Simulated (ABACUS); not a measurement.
SrCl2:

```
Sr Cl
1.0
     0.00000    3.48835    3.48835
     3.48835    0.00000    3.48835
     3.48835    3.48835    0.00000
Sr Cl
1 2
Direct
  0.00000 0.00000 0.00000
  0.75000 0.75000 0.75000
  0.25000 0.25000 0.25000
```

| Item | Value |
| --- | --- |
| Program | ABACUS 3.10.1 |
| Task | single point |
| Functional | PBEsol |
| Potentials or basis | PseudoDojo NC SR 0.4.1 PBEsol standard |
| Cutoff | 925 eV |
| Density cutoff | 3701 eV |
| Basis | plane waves |
| k mesh | 7 × 7 × 7 |
| Occupations | fermi-dirac, width 0.05 eV |
| Spin | no spin polarisation |

On this cell: pressure -1.1 GPa; largest force zero by symmetry; band gap on the k mesh 5.18 eV, indirect (least direct gap 5.48 eV).

The same run follows on a disturbed copy (atoms moved at random, drawn with an rms of 0.05 Å):

```xyz
3
Lattice="0.0000 3.4884 3.4884 3.4884 0.0000 3.4884 3.4884 3.4884 0.0000" Properties=species:S:1:pos:R:3 pbc="T T T"
Sr   -0.0033   -0.0364   -0.0347
Cl    5.2490    5.2263    5.2512
Cl    1.7260    1.7611    1.7815
```

Task: What changes?

Result: The energy moves by +3.1 meV/atom; pressure -1.0 GPa; largest force 0.195 eV/Å; band gap on the k mesh 5.17 eV, indirect (least direct gap 5.48 eV).

Forces on the atoms (eV/Å):
```
Sr  -0.005  0.113  0.159
Cl  -0.077 -0.012 -0.043
Cl   0.083 -0.101 -0.116
```

Stress tensor (GPa, compression positive):
```
-0.99 -0.07 -0.09
-0.07 -1.00  0.20
-0.09  0.20 -1.02
```

Caveats: an odd mesh through Γ misses points on the zone boundary, where band edges often lie.
